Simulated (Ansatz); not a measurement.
# MnO2 in Ansatz: the effect of functional

MnO2:

```xyz
6
Lattice="2.9042 0.0000 0.0000 0.0000 3.8448 0.0000 0.0000 0.0000 6.1643" Properties=species:S:1:pos:R:3 pbc="T T T"
Mn    1.4521    1.9224    2.1162
Mn    0.0000    0.0000    4.0481
O     1.4521    0.0000    5.1630
O     0.0000    1.9224    1.0013
O     1.4521    0.0000    2.6001
O     0.0000    1.9224    3.5642
```

Measurements of this composition are mostly on another form, of space group No. 136.

Alike in all runs:

```yaml
Program: Ansatz 0.2.0
Task: projected density of states
Potentials_or_basis: Ansatz PAW
k_mesh: 9 × 7 × 5
Occupations: fermi-dirac, width 0.05 eV
Spin: collinear spin, ferromagnetic start
Starting_moments: "[4.0, 4.0, 0.0, 0.0, 0.0, 0.0] μB"
```

| functional | cutoff | pressure (GPa) | largest force (eV/Å) |
| --- | --- | --- | --- |
| LDA | 420 eV (not typed: the program's choice for these potentials) | ? | ? |
| PBEsol | 420 eV (not typed: the program's choice for these potentials) | -13.4 | 1.18 |
| r2SCAN | 500 eV (not typed: the program's choice for these potentials) | -12.6 | 1.06 |

Problem. What does the run with functional LDA give?

Solution. Pressure -19.4 GPa; largest force 1.56 eV/Å.

Caveats: semilocal functionals often make such compounds metallic where correlation or magnetic order opens a gap, which also shifts bond lengths; only a ferromagnetic start was run, and an antiferromagnetic order may lie lower in energy; the PAW data sets come from PBE, with cores solved anew for the run's functional, which leaves a small shift of forces and pressure; forces of over 1 eV/Å show positions far from the minimum, so gaps and moduli don't describe the material at rest; the density of states is complete only up to the lowest level of the last band computed; the magnetic or orbital state may not be the lowest (some runs).
